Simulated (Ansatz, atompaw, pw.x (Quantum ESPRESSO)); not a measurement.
## pw.x on bcc Si: one setting changed

Potential: PAW, atompaw 4.2.0.5, PBE; core [Ne], reference 3s2 3p2; waves: 3s (bound): rc 2.10 bohr; 3s channel at 0.95 Ry: rc 2.10 bohr; 3p (bound): rc 2.10 bohr; 3p channel at 0.15 Ry: rc 1.85 bohr; 3d channel at 0.35 Ry: rc 2.10 bohr; 3d channel at 1.35 Ry: rc 2.10 bohr; local part: troulliermartins scheme with l = 3 at 0.5 Ry, radius 1.55 bohr; core correction: smooth core density matched at 1.45 bohr; augmentation: sinc compensation charge, radius 1.80 bohr; PAW radius 2.10 bohr; waves and projectors: custom rrkj gramschmidtortho.

The reference run (k-mesh 15³, cutoffs 40/400 Ry, Fermi–Dirac 0.01 Ry, mixing_beta 0.4, conv_thr 1e-9, no spin) gives 0.26 GPa at 14.593 Å³/atom, where all-electron LAPW gives 0.35 GPa. This run, with its own iteration cap, changes ecutrho/ecutwfc to 3.

```
&control
  calculation='scf', prefix='x', pseudo_dir='./', outdir='./tmp', tstress=.true., disk_io='none'
/
&system
  ibrav=0, nat=1, ntyp=1, ecutwfc=40, ecutrho=120, nbnd=9,
  occupations='smearing', smearing='fd', degauss=0.01
/
&electrons
  conv_thr=1e-09, mixing_beta=0.4, electron_maxstep=60
/
ATOMIC_SPECIES
Si 1.0 Si.UPF
CELL_PARAMETERS angstrom
  -1.53943562 1.53943562 1.53943562
  1.53943562 -1.53943562 1.53943562
  1.53943562 1.53943562 -1.53943562
ATOMIC_POSITIONS crystal
Si 0.0000 0.0000 0.0000
K_POINTS automatic
15 15 15 0 0 0
```

```bash
pw.x < Si.scf.in > Si.scf.out
```

Question: How does the run end?

Answer: It converges in 7 iterations; the free energy moves by +0.1 meV/atom and the pressure by -0.01 GPa. Below 4 the density is truncated and F is no longer variational, so a small shift in one case is no licence.

```
Message from routine set_cutoff:
     ecutrho < 4*ecutwfc, are you sure?
     Message from routine setup:
     using ibrav=0 with symmetry is DISCOURAGED, use correct ibrav instead
     lattice parameter (alat)  =       5.0387  a.u.
     unit-cell volume          =      98.4784 (a.u.)^3
     number of electrons       =         4.00
     number of Kohn-Sham states=            9
     kinetic-energy cutoff     =      40.0000  Ry
     charge density cutoff     =     120.0000  Ry
     scf convergence threshold =      1.0E-09
     Exchange-correlation= SLA PW PBX PBC
     number of k points=   120  Fermi-Dirac smearing, width (Ry)=  0.0100
     negative rho (up, down):  2.767E-03 0.000E+00
     iteration #  1     ecut=    40.00 Ry     beta= 0.40
     negative rho (up, down):  4.848E-03 0.000E+00
     total energy              =     -46.69063977 Ry
     estimated scf accuracy    <       0.00471907 Ry
     iteration #  2     ecut=    40.00 Ry     beta= 0.40
     negative rho (up, down):  8.837E-03 0.000E+00
     total energy              =     -46.69005859 Ry
     estimated scf accuracy    <       0.00144027 Ry
     iteration #  3     ecut=    40.00 Ry     beta= 0.40
     negative rho (up, down):  9.141E-03 0.000E+00
     total energy              =     -46.69020598 Ry
     estimated scf accuracy    <       0.00000562 Ry
     iteration #  4     ecut=    40.00 Ry     beta= 0.40
     c_bands:  1 eigenvalues not converged
     negative rho (up, down):  9.055E-03 0.000E+00
     total energy              =     -46.69026345 Ry
     estimated scf accuracy    <       0.00000015 Ry
     iteration #  5     ecut=    40.00 Ry     beta= 0.40
     negative rho (up, down):  8.890E-03 0.000E+00
     total energy              =     -46.69026376 Ry
     estimated scf accuracy    <       0.00000004 Ry
     iteration #  6     ecut=    40.00 Ry     beta= 0.40
     negative rho (up, down):  8.913E-03 0.000E+00
     total energy              =     -46.69026377 Ry
     estimated scf accuracy    <          3.6E-09 Ry
     iteration #  7     ecut=    40.00 Ry     beta= 0.40
     negative rho (up, down):  8.920E-03 0.000E+00
     the Fermi energy is    10.5183 ev
!    total energy              =     -46.69026377 Ry
     estimated scf accuracy    <          5.1E-10 Ry
     smearing contrib. (-TS)   =      -0.00186148 Ry
     The total energy is F=E-TS. E is the sum of the following terms:
     one-electron contribution =       5.02464744 Ry
     hartree contribution      =       0.03277499 Ry
     xc contribution           =      -3.16910465 Ry
     ewald contribution        =     -10.00782050 Ry
     one-center paw contrib.   =     -38.56889957 Ry
     convergence has been achieved in   7 iterations
     negative rho (up, down):  8.920E-03 0.000E+00
          total   stress  (Ry/bohr**3)                   (kbar)     P=        2.53
     Message from routine punch:
     Nothing written, as per user request (disk_io='none')
```

The run took about 5.2 s on one core of a shared host (Intel(R) Xeon(R) 6975P-C, 192 threads, 1512 GiB, load 66).
